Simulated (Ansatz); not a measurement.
CoO, relaxed from a zincblende start to space group I-4m2 (read at 0.02 Å)

The computed numbers are results of PBE, scalar-relativistic (collinear spin) in the plane-wave PAW code Ansatz at 420 eV, 12×12×6 k-mesh, Gaussian smearing of 0.05 eV; PAW files: Ansatz's generated set soft_2.

```cif
data_structure
_symmetry_space_group_name_H-M 'P 1'
_symmetry_Int_Tables_number 1
_cell_length_a 3.2042
_cell_length_b 5.4562
_cell_length_c 6.3275
_cell_angle_alpha 30.424
_cell_angle_beta 59.576
_cell_angle_gamma 54.038
_cell_volume 45.34
loop_
_atom_site_label
_atom_site_type_symbol
_atom_site_fract_x
_atom_site_fract_y
_atom_site_fract_z
_atom_site_occupancy
Co1 Co 0.00000 0.00000 0.00000 1
O1 O 0.25000 0.25000 0.00000 1
Co2 Co 0.00000 0.00000 0.50000 1
O2 O 0.25000 0.25000 0.50000 1
```

The start was a prototype's sites filled with these elements. The Crystallography Open Database lists the compound in space groups I4/mmm, Fm-3m (rock salt), so this is a trial structure.

Magnetic state: antiferromagnetic, site spin moments Co 2.03, -2.03 μB.

The cell above was scaled in volume, and shape and atoms were relaxed at each volume within its symmetry. Energies are counted from the cell above.

At this volume the pressure is -0.14 GPa; it isn't quite the equilibrium of this level of theory.

```json
{"V (Å³/atom)": "10.712", "ΔE (meV/atom)": "14.22", "P from the stress (GPa)": "7.73"}
{"V (Å³/atom)": "10.882", "ΔE (meV/atom)": "7.18", "P from the stress (GPa)": "5.42"}
{"V (Å³/atom)": "11.108", "ΔE (meV/atom)": "1.63", "P from the stress (GPa)": "2.49"}
{"V (Å³/atom)": "11.335", "ΔE (meV/atom)": "0.00", "P from the stress (GPa)": "-0.14"}
{"V (Å³/atom)": "11.562", "ΔE (meV/atom)": "1.91", "P from the stress (GPa)": "-2.56"}
{"V (Å³/atom)": "11.788", "ΔE (meV/atom)": "7.02", "P from the stress (GPa)": "-4.74"}
{"V (Å³/atom)": "12.129", "ΔE (meV/atom)": "20.20", "P from the stress (GPa)": "-7.70"}
{"V (Å³/atom)": "12.469", "ΔE (meV/atom)": "39.32", "P from the stress (GPa)": "-10.29"}
```

Question: Do the energies and the pressures agree? Compare −ΔE/ΔV between neighbouring points (1 meV/Å³ = 0.1602 GPa) with the mean of their pressures.

Answer: 
```tsv
interval (Å³/atom)	−ΔE/ΔV (GPa)	mean P (GPa)
10.71 to 10.88	6.6	6.6
10.88 to 11.11	3.9	4.0
11.11 to 11.34	1.2	1.2
11.34 to 11.56	-1.4	-1.4
11.56 to 11.79	-3.6	-3.6
11.79 to 12.13	-6.2	-6.2
12.13 to 12.47	-9.0	-9.0
```
They differ by 0.06 GPa at most.

Question: What do the two routes give for V0, B0 and B0′?

Answer: A third-order Birch–Murnaghan fit of the energies: V0 = 11.32 Å³/atom, B0 = 126 GPa, B0′ = 3.6. A polynomial of P in ln V, with B = −dP/d ln V at P = 0: V0 = 11.32 Å³/atom, B0 = 126 GPa, B0′ = 3.6.

The largest spin moment goes from 1.93 to 2.17 μB along the curve.

B0·V0 = 126.3 GPa × 11.32 Å³ = 8.93 eV/atom sets the scale: near the minimum ΔE ≈ ½ B0 V0 x², with x = V/V0 − 1, and a pressure of 1.3 GPa squeezes the volume by about 1 %. At the ends of the curve: x = −5.4 % predicts 13.1 meV/atom and the run gives 14.2; x = +10.1 % predicts 45.6 meV/atom and the run gives 39.3. The curve is steeper than the parabola on the compressed side and flatter on the expanded side: the bulk modulus rises with pressure.

The site moments grow with the volume, as the open shell mixes less with its neighbours.

The run wasn't fully tested for a lower electronic state. Site moments are of spin, integrated over atomic spheres. The run is a metal.
